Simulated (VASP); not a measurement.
## InAs (rocksalt): a PBEsol relaxation of cell and atoms in VASP

INCAR

```
SIGMA = 0.02
LREAL = .FALSE.
LWAVE = .FALSE.
EDIFF = 1E-7
LCHARG = .FALSE.
LASPH = .TRUE.
ISIF = 3
NBANDS = 16
NSW = 40
IBRION = 2
EDIFFG = -5E-3
ENCUT = 600
PREC = Accurate
ISMEAR = -1
GGA = PS
NELM = 120
```

KPOINTS

```
KPOINTS created by Atomic Simulation Environment
0
Gamma
8 8 8
0 0 0
```

POSCAR

```
In As
 1.0000000000000000
    -0.0000000000000000    2.8767311147595351    2.8767311147595351
     2.8767311147595351    0.0000000000000000    2.8767311147595351
     2.8767311147595351    2.8767311147595351    0.0000000000000000
 In  As
   1   1
Cartesian
  0.0000000000000000 -0.0000000000000000 -0.0000000000000000
  2.8767311147595351  2.8767311147595351  2.8767311147595351
```

VASP ran with the recommended PBE PAW datasets (18 valence electrons in the cell).

Command

```
mpirun -np 1 vasp_std
```

OSZICAR

```
N       E                     dE             d eps       ncg     rms          rms(c)
DAV:   1     0.112266038460E+03    0.11227E+03   -0.90988E+03   928   0.144E+03
DAV:   2    -0.138712295439E+01   -0.11365E+03   -0.10893E+03  1040   0.316E+02
DAV:   3    -0.825444407766E+01   -0.68673E+01   -0.67329E+01  1200   0.726E+01
DAV:   4    -0.840612930546E+01   -0.15169E+00   -0.15164E+00  1120   0.110E+01
DAV:   5    -0.841126480062E+01   -0.51355E-02   -0.51354E-02  1376   0.181E+00    0.384E+00
DAV:   6    -0.821736112295E+01    0.19390E+00   -0.33985E-01  1288   0.111E+01    0.206E+00
DAV:   7    -0.821046485644E+01    0.68963E-02   -0.33662E-02  1312   0.176E+00    0.767E-01
DAV:   8    -0.820864258469E+01    0.18223E-02   -0.17577E-03  1064   0.419E-01    0.124E-01
DAV:   9    -0.820859792730E+01    0.44657E-04   -0.14104E-04  1392   0.996E-02    0.701E-02
DAV:  10    -0.820859770528E+01    0.22202E-06   -0.62428E-06  1240   0.292E-02    0.210E-02
DAV:  11    -0.820859823131E+01   -0.52604E-06   -0.76065E-07  1192   0.709E-03    0.305E-03
DAV:  12    -0.820859795665E+01    0.27467E-06   -0.84423E-08   848   0.372E-03    0.112E-03
DAV:  13    -0.820859790268E+01    0.53967E-07   -0.16370E-08   664   0.175E-03
   1 F= -.82085979E+01 E0= -.82080585E+01  d E =-.820860E+01
```

From OUTCAR

```
k-points           NKPTS =     29   k-points in BZ     NKDIM =     29   number of bands    NBANDS=     16

   NELECT =      18.0000    total number of electrons

   dimension x,y,z NGX =    32 NGY =   32 NGZ =   32
   dimension x,y,z NGXF=    64 NGYF=   64 NGZF=   64

  energy-cutoff  :      600.00
  volume of cell :       45.31
      direct lattice vectors                 reciprocal lattice vectors
     0.000000000  2.829639329  2.829639329    -0.176700965  0.176700965  0.176700965
     2.829639329  0.000000000  2.829639329     0.176700965 -0.176700965  0.176700965
     2.829639329  2.829639329  0.000000000     0.176700965  0.176700965 -0.176700965

 k-points in reciprocal lattice and weights: KPOINTS created by Atomic Simulation Env
   0.00000000  0.00000000  0.00000000       0.002
   0.12500000  0.00000000  0.00000000       0.016
   0.25000000  0.00000000  0.00000000       0.016
   0.37500000  0.00000000  0.00000000       0.016
   0.50000000  0.00000000  0.00000000       0.008
   0.12500000  0.12500000  0.00000000       0.012
   0.25000000  0.12500000  0.00000000       0.047
   0.37500000  0.12500000  0.00000000       0.047
   ...

 E-fermi :   6.3375

 k-point     1 :       0.0000    0.0000    0.0000
  band No.  band energies     occupation
      1      -7.9258      2.00000
      2      -7.9258      2.00000
      3      -7.9008      2.00000
      4      -7.9008      2.00000
      5      -7.9008      2.00000
      6      -6.1299      2.00000
      7       5.9789      2.00000
      8       6.1074      1.99998
      9       6.1074      1.99998
     10       6.1074      1.99998
     11      13.5325      0.00000
     12      13.5325      0.00000
     13      13.5325      0.00000
     14      14.0508      0.00000
     15      14.0508      0.00000
     16      14.0508      0.00000

 k-point     2 :       0.1250    0.0000    0.0000
  band No.  band energies     occupation
      1      -7.9335      2.00000
      2      -7.9335      2.00000
      3      -7.9015      2.00000
      4      -7.8925      2.00000
      5      -7.8925      2.00000
      6      -5.9499      2.00000
      7       3.9943      2.00000
      8       6.1383      1.99991
      9       6.1383      1.99991
     10       7.7804      0.00000
     11      12.3550      0.00000
     12      12.7184      0.00000
     13      12.7184      0.00000
     14      13.9508      0.00000
     15      14.1016      0.00000
     16      14.1016      0.00000

 k-point     3 :       0.2500    0.0000    0.0000
  band No.  band energies     occupation
      1      -7.9554      2.00000
      2      -7.9554      2.00000
      3      -7.9047      2.00000
      4      -7.8690      2.00000
      5      -7.8690      2.00000
      6      -5.4357      2.00000
      7       1.9755      2.00000
      8       6.2476      1.97798
      9       6.2476      1.97798
     10       8.6153      0.00000
     11      11.1859      0.00000
     12      11.1859      0.00000
     13      11.5392      0.00000
     14      14.1324      0.00000
     15      15.1574      0.00000
     16      15.1574      0.00000

 k-point     4 :       0.3750    0.0000    0.0000
  band No.  band energies     occupation
      1      -7.9779      2.00000
      2      -7.9779      2.00000
      3      -7.9094      2.00000
      4      -7.8445      2.00000
      5      -7.8445      2.00000
      6      -4.7230      2.00000
      7       0.2958      2.00000
      8       6.4282      0.02131
      9       6.4282      0.02131
     10       8.5558      0.00000
     11      10.0403      0.00000
     12      10.0403      0.00000
     13      11.1681      0.00000
     14      15.6231      0.00000
     15      16.8079      0.00000
     16      16.8079      0.00000

 k-point     5 :       0.5000    0.0000    0.0000
  band No.  band energies     occupation
      1      -7.9873      2.00000
      2      -7.9873      2.00000
      3      -7.9117      2.00000
      4      -7.8342      2.00000
      5      -7.8342      2.00000
      6      -4.2993      2.00000
      7      -0.4604      2.00000
      8       6.5376      0.00009
      9       6.5376      0.00009
     10       8.4394      0.00000
     11       9.5957      0.00000
     12       9.5957      0.00000
     13      11.0385      0.00000
     14      17.1852      0.00000
     15      18.3241      0.00000
     16      18.3241      0.00000

 k-point     6 :       0.1250    0.1250    0.0000
  band No.  band energies     occupation
      1      -7.9549      2.00000
      2      -7.9201      2.00000
      3      -7.9075      2.00000
      4      -7.8883      2.00000
      5      -7.8883      2.00000
      6      -5.8815      2.00000
      7       4.0764      2.00000
      8       5.7083      2.00000
      9       5.7083      2.00000
     10       8.4847      0.00000
     11      11.2238      0.00000
     12      12.2974      0.00000
     13      13.3514      0.00000
     14      13.3514      0.00000
     15      15.4135      0.00000
     16      15.4135      0.00000

 k-point     7 :       0.2500    0.1250    0.0000
  band No.  band energies     occupation
      1      -7.9909      2.00000
      2      -7.9279      2.00000
      3      -7.9101      2.00000
      4      -7.8747      2.00000
      5      -7.8663      2.00000
      6      -5.4588      2.00000
      7       2.6148      2.00000
      8       5.4688      2.00000
      9       5.7243      2.00000
     10       8.8300      0.00000
     11      10.3498      0.00000
     12      11.9250      0.00000
     13      12.7773      0.00000
     14      13.5505      0.00000
     15      15.8149      0.00000
     16      16.1270      0.00000

 k-point     8 :       0.3750    0.1250    0.0000
  band No.  band energies     occupation
      1      -8.0192      2.00000
      2      -7.9507      2.00000
      3      -7.9072      2.00000
      4      -7.8604      2.00000
      5      -7.8413      2.00000
      6      -4.7784      2.00000
      7       0.9237      2.00000
      8       5.5181      2.00000
      9       5.6440      2.00000
     10       8.1963      0.00000
     11      10.1729      0.00000
     12      11.5993      0.00000
     13      12.5458      0.00000
     14      13.8337      0.00000
     15      16.9914      0.00000
     16      17.5647      0.00000

 k-point     9 :       0.5000    0.1250    0.0000
  band No.  band energies     occupation
      1      -8.0261      2.00000
      2      -7.9716      2.00000
      3      -7.9042      2.00000
      4      -7.8487      2.00000
      5      -7.8313      2.00000
      6      -4.1791      2.00000
      7      -0.1849      2.00000
      8       5.2272      2.00000
      9       5.8636      2.00000
     10       8.1328      0.00000
     11       9.9789      0.00000
     12      10.6104      0.00000
     13      12.7669      0.00000
     14      15.3791      0.00000
     15      18.3284      0.00000
     16      18.4379      0.00000

 k-point    10 :      -0.3750    0.1250    0.0000
  band No.  band energies     occupation
      1      -8.0086      2.00000
      2      -7.9790      2.00000
      3      -7.9021      2.00000
      4      -7.8470      2.00000
      5      -7.8419      2.00000
      6      -4.3378      2.00000
      7       0.0614      2.00000
      8       4.8464      2.00000
      9       6.3790      0.22308
     10       8.6427      0.00000
     11       9.9148      0.00000
     12      10.0649      0.00000
     13      12.8647      0.00000
     14      15.7445      0.00000
     15      16.5036      0.00000
     16      18.4265      0.00000

 k-point    11 :      -0.2500    0.1250    0.0000
  band No.  band energies     occupation
      1      -7.9751      2.00000
      2      -7.9699      2.00000
      3      -7.9015      2.00000
      4      -7.8651      2.00000
      5      -7.8579      2.00000
      6      -5.0372      2.00000
      7       1.3993      2.00000
      8       4.7886      2.00000
      9       6.7098      0.00000
     10       9.4861      0.00000
     11       9.9381      0.00000
     12      10.2505      0.00000
     13      12.5118      0.00000
     14      14.8756      0.00000
     15      15.0070      0.00000
     16      17.6541      0.00000

 k-point    12 :      -0.1250    0.1250    0.0000
  band No.  band energies     occupation
      1      -7.9516      2.00000
      2      -7.9434      2.00000
      3      -7.9026      2.00000
      4      -7.8856      2.00000
      5      -7.8755      2.00000
      6      -5.6492      2.00000
      7       2.9435      2.00000
      8       5.2547      2.00000
      9       6.5665      0.00002
     10       8.8970      0.00000
     11      11.1630      0.00000
     12      11.3075      0.00000
     13      12.2147      0.00000
     14      13.9869      0.00000
     15      14.9531      0.00000
     16      15.7512      0.00000

 ...

  Total       -0.0003340     -0.0003340     -0.0003340     -0.0000000     -0.0000000      0.0000000
  in kB       -0.0118106     -0.0118106     -0.0118106     -0.0000000     -0.0000000      0.0000000
  external PRESSURE =      -0.0118106 kB  Pullay stress =       0.0000000 kB

 POSITION                                       TOTAL-FORCE (eV/Angst)
 -----------------------------------------------------------------------------------
      0.00000      0.00000      0.00000        -0.000000      0.000000      0.000000
      2.82964      2.82964      2.82964         0.000000     -0.000000     -0.000000
 -----------------------------------------------------------------------------------
    total drift:                                0.000000     -0.000000     -0.000000

  FREE ENERGIE OF THE ION-ELECTRON SYSTEM (eV)
  ---------------------------------------------------
  free  energy   TOTEN  =        -8.2085979027 eV

  energy  without entropy=       -8.2075191911  energy(sigma->0) =       -8.20805855
```

CONTCAR

```
In As
   1.00000000000000
     0.0000000000000000    2.8296393287391814    2.8296393287391814
     2.8296393287391814    0.0000000000000000    2.8296393287391814
     2.8296393287391814    2.8296393287391814    0.0000000000000000
  In              As
     1     1
Direct
     0.0000000000000000    0.0000000000000000    0.0000000000000000
     0.5000000000000000    0.5000000000000000    0.5000000000000000

  0.00000000E+00  0.00000000E+00  0.00000000E+00
  0.00000000E+00  0.00000000E+00  0.00000000E+00
```

The relaxed cell vector lengths is 4.002, 4.002, 4.002 Å and the relaxed cell volume is 45.31 Å³.

The run was restarted once from its relaxed cell; OSZICAR and OUTCAR are the second run's.

The run (the restart alone) took about 8.5 s on one core of a shared host (Intel Xeon 6975P-C) and held 0.17 GiB at most.
